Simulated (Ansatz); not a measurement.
The parent structure is a 15-atom supercell of Sb₂Te₃ in the Bi2Te3 type structure (space group R-3m, No. 166) at its relaxed geometry.

```yaml
crystal:
  lattice:
    - [2.13805, 1.23440, 9.94161]
    - [-6.41415, 3.70321, 0.00000]
    - [0.00000, -7.40642, 0.00000]
  atoms:
    - { symbol: Sb, position: [0.19717, 0.73239, 0.06572] }
    - { symbol: Sb, position: [0.19717, 0.06572, 0.73239] }
    - { symbol: Sb, position: [0.19717, 0.39906, 0.39906] }
    - { symbol: Sb, position: [0.80283, 0.93428, 0.26761] }
    - { symbol: Sb, position: [0.80283, 0.26761, 0.93428] }
    - { symbol: Sb, position: [0.80283, 0.60094, 0.60094] }
    - { symbol: Te, position: [0.00000, 0.33333, 0.66667] }
    - { symbol: Te, position: [0.00000, 0.66667, 0.33333] }
    - { symbol: Te, position: [0.00000, 0.00000, 0.00000] }
    - { symbol: Te, position: [0.63050, 0.54350, 0.87683] }
    - { symbol: Te, position: [0.63050, 0.87683, 0.54350] }
    - { symbol: Te, position: [0.63050, 0.21017, 0.21017] }
    - { symbol: Te, position: [0.36950, 0.12317, 0.45650] }
    - { symbol: Te, position: [0.36950, 0.45650, 0.12317] }
    - { symbol: Te, position: [0.36950, 0.78983, 0.78983] }
```

Computed with Ansatz (an electronic-structure program), PBE-D3(BJ), PAW, cutoff 420 eV, no SOC.

One neutral defect a cell, atoms relaxed at fixed cell.

One change was made to it. Results:

The largest displacement of a host atom from its site in the perfect cell is 0.81 Å; the pressure goes from zero to -0.89 GPa.

What was done to the base?
A) Te vacancy
B) Te interstitial (started 2.51 Å from the nearest host atom), symmetric start
C) Te on a Sb site (antisite)
D) H interstitial (started 2.79 Å from the nearest host atom), symmetric start

A, Te vacancy. For comparison, the pressure in the other runs: Te interstitial (started 2.51 Å from the nearest host atom), symmetric start gives 3.7 GPa; H interstitial (started 2.79 Å from the nearest host atom), symmetric start gives -0.3 GPa; Te on a Sb site (antisite) gives -0.4 GPa.

The cell is small, so the values are those of an ordered compound at a high defect concentration; dilute-limit values will differ. A case with no gap was solved on a k-mesh chosen for an insulator, which is coarse for it. Defects with a symmetric start kept the site's symmetry and may sit on a saddle; the others started slightly shaken. The final runs are not spin-polarised.
